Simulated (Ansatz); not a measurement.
# CaB₆: do energies and stresses tell the same story?

Theory: Ansatz 0.2.0, DFT PBE, scalar-relativistic, plane waves, PAW.

Plane waves to 420 eV, a k mesh through Γ of 8×8×8 on the computed 7-atom cell and Gaussian smearing (0.01 eV); no spin polarisation.

Relaxed cell: Pm-3m, a = 4.148 Å, b = 4.148 Å, c = 4.148 Å, α = 90.00°, β = 90.00°, γ = 90.00°, 7 atoms in the primitive cell. Whether it is the stable form of this composition wasn't checked.

Energies at zero smearing and pressures from the stress tensor, at volumes with shape and atoms relaxed:
```tsv
V (Å³/atom)	E − E(first) (meV/atom)	P (GPa)
9.582	0.00	10.34
9.888	-14.35	4.82
10.194	-18.85	0.01
10.500	-14.76	-4.19
10.805	-3.24	-7.78
```

Check P = −dE/dV between neighbouring volumes, and get the bulk modulus from the pressures alone.

With 1 eV/Å³ = 160.2 GPa:
```csv
middle V (Å³/atom),−ΔE/ΔV (GPa),mean P (GPa)
9.735,7.518,7.580
10.041,2.356,2.412
10.347,-2.141,-2.092
10.652,-6.036,-5.985
```

The two differ by 0.06 GPa at most. The mean of two end pressures misses the average over a step by about ΔV² P″/12, up to 0.06 GPa here; with that taken off 0.00 GPa remains. Around V = 10.194 Å³/atom, the two neighbours give B = −V ΔP/ΔV = 10.194 × 9.01 / 0.612 = 150.1 GPa, against B0 = 149.4 GPa from the Birch–Murnaghan fit of the energies.

The smearing is narrow for a metal on this mesh.

The bands only touch here, so at this level the crystal is a zero-gap semiconductor or semimetal, not an ordinary metal.